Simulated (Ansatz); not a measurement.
# Si2Mo (I4/mmm) in Ansatz: further runs

One crystal, Si2Mo, is run at these levels: PBE; tasks: single point.

All numbers are computed with Ansatz 0.2.0; they aren't measurements. Logs are shortened: lines on timing, memory, paths and dates and some standing lists are left out, and cuts for length are marked.

## (1) The structure

The structure is tetragonal, space group I4/mmm (No. 139). Conventional cell: a = 3.200 Å, b = 3.200 Å, c = 7.861 Å, α = 90.00°, β = 90.00°, γ = 90.00°. Around Mo (site symmetry 4/mmm) lie 10 Si at 2.62 Å. Around Si (site symmetry 4mm) lie 5 Si at 2.61 to 2.63 Å and 5 Mo at 2.62 Å.

## (2) Single point, PBE

input.yaml

```yaml
crystal:
  lattice:
    - [-1.6, 1.6, 3.9305]
    - [1.6, -1.6, 3.9305]
    - [1.6, 1.6, -3.9305]
  atoms:
    - { symbol: Mo, position: [0.0, 0.0, 0.0] }
    - { symbol: Si, position: [0.667, 0.667, 0.0] }
    - { symbol: Si, position: [0.333, 0.333, 0.0] }
hamiltonian:
  xc: pbe
  pseudopotentials: { kind: paw }
kpoints:
  mp_grid: { grid: [12, 12, 12] }
scf:
  occupations: { method: gaussian, width: 0.015 }
output:
  forces: true
  stress: true
  eigenvalues: true
  write_density: true
  write_potential: true
  elf: true
  volumetric_format: npy
```

Potentials or basis: Ansatz PAW.

Command:

```bash
> ansatz run input.yaml --threads 2 --pin off --max-ram 5632MiB --backend cpu --events-out ev --progress --plain --runs-dir out
```

The log of the run:

```text
Warning: RAYON_NUM_THREADS=2 ignored (pool sized by the plan → 2); use --threads N
Engine: ansatz 0.2.0, x86_64-unknown-linux-gnu
Pseudopotentials: kind: paw
Pseudopotential: Mo, paw, valence charge 14, recommended cutoff 420 eV (normal), Mo.paw.azcp
Pseudopotential: Si, paw, valence charge 4, recommended cutoff 420 eV (normal), Si.paw.azcp
Functional definition: PBE
  parameter kappa = 0.804
  parameter beta = 0.06672455060314922
  exchange = pbe_x(kappa = kappa, mu = beta*pi^2/3)
  correlation = pbe_c(beta = beta)
Crystal: 3 atoms, lattice volume = 40.248 Å³
Basis set: ecut = 420 eV, 769 PW (Γ), exchange–correlation on 64×64×64 points (8 copies of the dense FFT grid, shifted against one another)
Bands: 15, of which v1, the nominal top of the filled ones, is band 11 counted from 1 (10 counted from 0)
Symmetry: 16 space group operations
Space group: I4/mmm (ITA 139), of the structure as read, at distance tolerance 3.4e-5 Å
k-points: 163 of 1728
Non-local potential: Mo, projectors of the file, l = 0: 3, l = 1: 2, l = 2: 2, l = 3: 1
Non-local potential: Si, projectors of the file, l = 0: 2, l = 1: 2, l = 2: 2
PAW form: soft (Blöchl's): semilocal exchange-correlation on the pseudo side does not see the compensation charge
PAW one-centre angular grid: Mo, 590 points (default); XC on 64 Gauss nodes
PAW one-centre angular grid: Si, 110 points (default); XC on 64 Gauss nodes
Initial density: superposition of atomic densities (neutral atoms: chi_scale 0, normalization atom), corrected by the library's trained network
Initial wavefunctions: pseudopotential atomic-orbital guess
Functional: x = pbe(κ = 0.804, μ = 0.2195149727645171), c = pbe(β = 0.06672455060314922)
SCF iter   1: F=—  HF=-6229.118085 eV  |F-HF|=—  |Δ(HF+E_count)|=         —  Δρ=4.81e-3  dr2=8.74e-3  ethr=1.77e-3  ⟨swp⟩=6.0  Hψ=14431  notcnv=0
preconditioner: auto → none  [insulator: Δε(μ)=0.132 eV  Ē_g=7.722 eV  σ=0.015 eV  W_gap=0.59  n_scr=10 (ndim 8)  ℏωp=21.9 eV  f_vac=0.000  D(μ)=0.82/eV (n_scr^D=2)  ε∞_Penn≈9.0]
SCF iter   2: F=—  HF=-6229.116269 eV  |F-HF|=—  |Δ(HF+E_count)|=   1.82e-3  Δρ=1.89e-3  dr2=5.07e-4  ethr=3.97e-5  ⟨swp⟩=2.7  Hψ=5605  notcnv=0  defer=5
SCF iter   3: F=—  HF=-6229.116377 eV  |F-HF|=—  |Δ(HF+E_count)|=   1.08e-4  Δρ=7.07e-4  dr2=5.54e-5  ethr=2.30e-6  ⟨swp⟩=2.1  Hψ=3321  notcnv=0  defer=5
SCF iter   4: F=—  HF=-6229.116414 eV  |F-HF|=—  |Δ(HF+E_count)|=   3.66e-5  Δρ=1.07e-4  dr2=1.12e-6  ethr=2.52e-7  ⟨swp⟩=2.0  Hψ=3816  notcnv=0  defer=5
iter 5 did not close the SCF: its close was put off for the readings that it lacked (scf_convergence_deferred on its scf_iter line)
SCF iter   5: F=-6229.116415 eV  HF=-6229.116415 eV  |F-HF|=8.56e-9  |Δ(HF+E_count)|=   1.07e-6  Δρ=7.64e-6  dr2=1.76e-8  ethr=5.11e-9  ⟨swp⟩=2.0  Hψ=4234  notcnv=0  defer=5
SCF iter   6: F=-6229.116415 eV  HF=-6229.116415 eV  |F-HF|=3.38e-10  |Δ(HF+E_count)|=   1.20e-9  Δρ=1.97e-6  dr2=3.47e-10  ethr=8.00e-11  ⟨swp⟩=5.1  Hψ=12904  notcnv=0
SCF 1 converged in 6 iterations: F = -6229.116415 eV  dr2 = 3.47e-10
SCF converged after 6 iterations
Free energy (F): -6229.116415 eV
Harris-Foulkes:  -6229.116415 eV  (|F-HF|=3.38e-10)
Internal energy: -6229.116336 eV  (E = F + TS)
E sigma→0 (E₀):  -6229.116375 eV
Entropy (-TS):   -0.000079 eV (-0.026 meV/atom)
Fermi energy:    16.030597 eV
--- Per-component energies (eV) ---
  E_band       = -46.634113
  E_kinetic    = 531.227561
  E_local      = -1147.692735  (includes V_loc(G=0)·N_el)
  E_nonlocal   = 192.662858
  E_hartree    = 427.472026
  E_xc         = -298.470294
  E_vxc        = -328.820292  (∫ρ·V_xc dr)
  E_paw        = -4226.793675  (= ΣΔE_a)
  E_vpaw       = -148.955695  (= ΣTr[D̂ρ^β])
  E_aug_tail   = 0.000041  (compensation charges beyond the density's cutoff)
  E_ewald      = -1707.522119
  E_smearing   = -0.000079  (= −TS)
  E_closure    = 0.000000  (closes the sum)
  Σ components = -6229.116415   (vs F -6229.116415, Δ=0.00e0)
--- Forces (eV/Å), atoms counted from 1 ---
  atom   1  Mo     0.00000000     0.00000000     0.00000000
  atom   2  Si    -0.00000000    -0.00000000    -0.27620016
  atom   3  Si     0.00000000    -0.00000000     0.27620016
  max |Σ_I F_I| component: 1.32e-16 eV/Å
--- Stress (GPa, compression-positive) ---
        2.614800       0.000000       0.000000
        0.000000       2.614800       0.000000
        0.000000       0.000000       1.466299
  P = ⅓ Tr σ = 2.2320 GPa (22.320 kbar)
--- Band table (eV; the first three rows and the last of 163) ---
  k-point 0: bands = ["-44.7520", "-18.9138", "-18.8137", "-18.8137", "2.5255", "9.6460", "12.5177", "12.9663", "13.3268", "13.3268", "16.3943", "19.0625", "19.0966", "19.6210", "19.6210"]
  k-point 1: bands = ["-44.7495", "-18.9104", "-18.8306", "-18.8282", "2.7398", "9.8364", "11.8748", "12.8009", "13.0291", "14.0191", "15.6403", "18.5037", "19.3743", "19.4470", "19.7102"]
  k-point 2: bands = ["-44.7429", "-18.9012", "-18.8750", "-18.8677", "3.3615", "10.2997", "11.1784", "11.7430", "13.2300", "14.1918", "14.5502", "18.2151", "19.3709", "19.6600", "19.8381"]
  k-point 162: bands = ["-44.7514", "-18.9378", "-18.8153", "-18.8153", "4.3466", "5.9866", "12.4856", "13.7000", "15.3966", "15.3966", "15.4590", "15.4590", "16.5286", "20.6025", "21.1421"]
```

Wall time 3.8 s (2 threads of Intel Xeon Platinum 8259CL at 2.50GHz (Skylake/Cascade Lake), shared host); peak memory 0.44 GiB.

Results:

- Free energy: -6229.1164 eV
- Pressure: 2.2 GPa
- Largest force: 0.276 eV/Å
- Band gap on the k mesh: none (metal or under the smearing width)

Forces in eV/Å, atoms in the order of the input:
```
Mo   0.000  0.000  0.000
Si   0.000  0.000 -0.276
Si   0.000  0.000  0.276
```

Levels at points of the mesh, in eV from the Fermi level:
| k point | band 8 | band 9 | band 10 | band 11 | band 12 | band 13 | band 14 | band 15 |
| --- | --- | --- | --- | --- | --- | --- | --- | --- |
| (0.00, 0.00, 0.00) | -3.06 | -2.70 | -2.70 | 0.36 | 3.03 | 3.07 | 3.59 | 3.59 |
| (0.00, 0.00, -0.50) | -5.32 | -4.54 | -3.11 | -1.19 | 2.27 | 2.66 | 2.96 | 3.20 |
| (0.00, -0.50, 0.00) | -4.52 | -2.66 | -2.55 | -0.56 | 2.22 | 2.98 | 3.98 | 4.21 |
| (-0.50, -0.50, -0.50) | -2.33 | -0.63 | -0.63 | -0.57 | -0.57 | 0.50 | 4.57 | 5.11 |

## (3) Single point, PBE

Changes to input.yaml since step 2:

```diff
@@ -15,3 +15,3 @@
 scf:
-  occupations: { method: gaussian, width: 0.015 }
+  occupations: { method: gaussian, width: 0.016 }
 output:
```

Potentials or basis: Ansatz PAW.

Command:

```bash
> ansatz run input.yaml --threads 2 --pin off --max-ram 5632MiB --backend cpu --events-out ev --progress --plain --runs-dir out
```

Run time: 3.9 s. Hardware: 2 threads of Intel Xeon Platinum 8259CL at 2.50GHz (Skylake/Cascade Lake), shared host; peak memory 0.44 GiB.

Results (log left out):

* Free energy: -6229.1164 eV
* Pressure: 2.2 GPa
* Largest force: 0.276 eV/Å
* Band gap on the k mesh: none (metal or under the smearing width)

Forces on the atoms (eV/Å):
```
Mo   0.000  0.000  0.000
Si   0.000  0.000 -0.276
Si   0.000  0.000  0.276
```

Stress tensor (GPa, compression positive):
```
2.61 0.00 0.00
0.00 2.61 0.00
0.00 0.00 1.47
```

Levels at points of the mesh, in eV from the Fermi level:
| k point | band 7 | band 8 | band 9 | band 10 | band 11 | band 12 | band 13 | band 14 | band 15 |
| --- | --- | --- | --- | --- | --- | --- | --- | --- | --- |
| (0.00, 0.00, 0.00) | -3.51 | -3.06 | -2.70 | -2.70 | 0.36 | 3.03 | 3.07 | 3.59 | 3.59 |
| (0.00, 0.00, -0.50) | -5.75 | -5.32 | -4.54 | -3.11 | -1.19 | 2.27 | 2.66 | 2.96 | 3.20 |
| (0.00, -0.50, 0.00) | -4.96 | -4.52 | -2.66 | -2.55 | -0.56 | 2.22 | 2.98 | 3.98 | 4.21 |
| (-0.50, -0.50, -0.50) | -3.54 | -2.33 | -0.63 | -0.63 | -0.57 | -0.57 | 0.50 | 4.57 | 5.11 |

## (4) Single point, PBE

Changes to input.yaml since step 3:

```diff
@@ -15,3 +15,3 @@
 scf:
-  occupations: { method: gaussian, width: 0.016 }
+  occupations: { method: gaussian, width: 0.017 }
 output:
@@ -20,5 +20 @@
   eigenvalues: true
-  write_density: true
-  write_potential: true
-  elf: true
-  volumetric_format: npy
```

Command:

```bash
> ansatz run input.yaml --threads 2 --pin off --max-ram 5632MiB --backend cpu --events-out ev --progress --plain --runs-dir out
```

It took 2.6 s on 2 threads of Intel Xeon Platinum 8259CL at 2.50GHz (Skylake/Cascade Lake), shared host; peak memory 0.42 GiB.

The run converged. Its results:

| Item | Value |
| --- | --- |
| Free energy | -6229.1164 eV |
| Pressure | 2.2 GPa |
| Largest force | 0.276 eV/Å |
| Band gap on the k mesh | none (metal or under the smearing width) |

Forces in eV/Å, atoms in the order of the input:
```
Mo   0.000  0.000  0.000
Si   0.000  0.000 -0.276
Si   0.000  0.000  0.276
```

Stress tensor (GPa, compression positive):
```
2.61 0.00 0.00
0.00 2.61 0.00
0.00 0.00 1.47
```

Levels at points of the mesh, in eV from the Fermi level:
| k point | band 8 | band 9 | band 10 | band 11 | band 12 | band 13 | band 14 | band 15 |
| --- | --- | --- | --- | --- | --- | --- | --- | --- |
| (0.00, 0.00, 0.00) | -3.06 | -2.70 | -2.70 | 0.36 | 3.03 | 3.07 | 3.59 | 3.59 |
| (0.00, 0.00, -0.50) | -5.32 | -4.54 | -3.11 | -1.19 | 2.27 | 2.67 | 2.96 | 3.20 |
| (0.00, -0.50, 0.00) | -4.52 | -2.66 | -2.55 | -0.56 | 2.22 | 2.98 | 3.98 | 4.21 |
| (-0.50, -0.50, -0.50) | -2.33 | -0.63 | -0.63 | -0.57 | -0.57 | 0.50 | 4.57 | 5.11 |

## (5) Single point, PBE

Changes to input.yaml since step 4:

```diff
@@ -15,3 +15,3 @@
 scf:
-  occupations: { method: gaussian, width: 0.017 }
+  occupations: { method: gaussian, width: 0.018 }
 output:
```

Command:

```bash
> ansatz run input.yaml --threads 2 --pin off --max-ram 5632MiB --backend cpu --events-out ev --progress --plain --runs-dir out
```

Run time: 2.6 s. Hardware: 2 threads of Intel Xeon Platinum 8259CL at 2.50GHz (Skylake/Cascade Lake), shared host; peak memory 0.42 GiB.

Results (log left out):

| Quantity | Value |
| --- | --- |
| Free energy | -6229.1164 eV |
| Pressure | 2.2 GPa |
| Largest force | 0.276 eV/Å |
| Band gap on the k mesh | none (metal or under the smearing width) |

Forces in eV/Å, atoms in the order of the input:
```
Mo   0.000  0.000  0.000
Si   0.000  0.000 -0.276
Si   0.000  0.000  0.276
```

Stress tensor (GPa, compression positive):
```
2.61 0.00 0.00
0.00 2.61 0.00
0.00 0.00 1.47
```

Levels at points of the mesh, in eV from the Fermi level:
```
              k point  band 8  band 9  band 10  band 11  band 12  band 13  band 14  band 15
   (0.00, 0.00, 0.00)   -3.06   -2.70    -2.70     0.37     3.03     3.07     3.59     3.59
  (0.00, 0.00, -0.50)   -5.32   -4.54    -3.11    -1.19     2.28     2.67     2.96     3.20
  (0.00, -0.50, 0.00)   -4.52   -2.66    -2.55    -0.56     2.22     2.98     3.98     4.21
(-0.50, -0.50, -0.50)   -2.33   -0.63    -0.63    -0.57    -0.57     0.50     4.57     5.11
```

## (6) Summary

```csv
smearing,gap on the mesh (eV),pressure (GPa),largest force (eV/Å)
gaussian 0.015 eV,none,2.2,0.28
gaussian 0.016 eV,none,2.2,0.28
gaussian 0.017 eV,none,2.2,0.28
gaussian 0.018 eV,none,2.2,0.28
```

Alike in all rows: task single point; level PBE; potentials or basis Ansatz PAW; no spin polarisation; cell as given; k mesh 12 × 12 × 12; cutoff (eV) 420.

Every run on the cell as given and a fine mesh finds a metal.

Absolute energies hang on the potentials; compare differences alone.
